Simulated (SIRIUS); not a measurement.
Runs of SIRIUS 7.10.0 on Pd. Symmetry: Fm-3m, No. 225, cubic system. The conventional cell has a = 3.893 Å, b = 3.893 Å, c = 3.893 Å, α = 90.00°, β = 90.00°, γ = 90.00°. Around Pd (site symmetry m-3m) lie 12 Pd at 2.75 Å. 

| task | level | potentials or basis | energy tol | density tol | mixer | mixing beta | max scf | gap on the mesh (eV) | pressure (GPa) | V0 of scaled cells (Å³/atom) | B0 (GPa) |
| --- | --- | --- | --- | --- | --- | --- | --- | --- | --- | --- | --- |
| equation of state | PBE | PseudoDojo 0.4.1 PBE standard (scalar relativistic) | - | - | - | - | - | - | - | 15.30 | 169 |
| single point | PBEsol | PseudoDojo 0.4.1 PBEsol standard (scalar relativistic) | 1e-08 Ha | 1e-06 | anderson | 0.7 | 100 | none | (a) | - | - |
| single point | PBE | PseudoDojo 0.4.1 PBE standard (scalar relativistic) | 1e-08 Ha | 1e-06 | anderson | 0.7 | 100 | none | 6.9 | - | - |
| equation of state | PBEsol | PseudoDojo 0.4.1 PBEsol standard (scalar relativistic) | - | - | - | - | - | - | - | 14.53 | (b) |

Alike in all rows: no spin polarisation; cell as given; k mesh 12 × 12 × 12; cutoff (eV) 1127; smearing fermi-dirac 0.05 eV.

Problem. Estimate the missing entries.

Solution. (a) -3.0; (b) 206.

Caveats: this set's palladium file may shift the pressure by some GPa.

A k mesh can miss the band edges, and the runs leave out spin-orbit coupling on Pd.

A gap of «none» marks a metal or a gap under the smearing width.
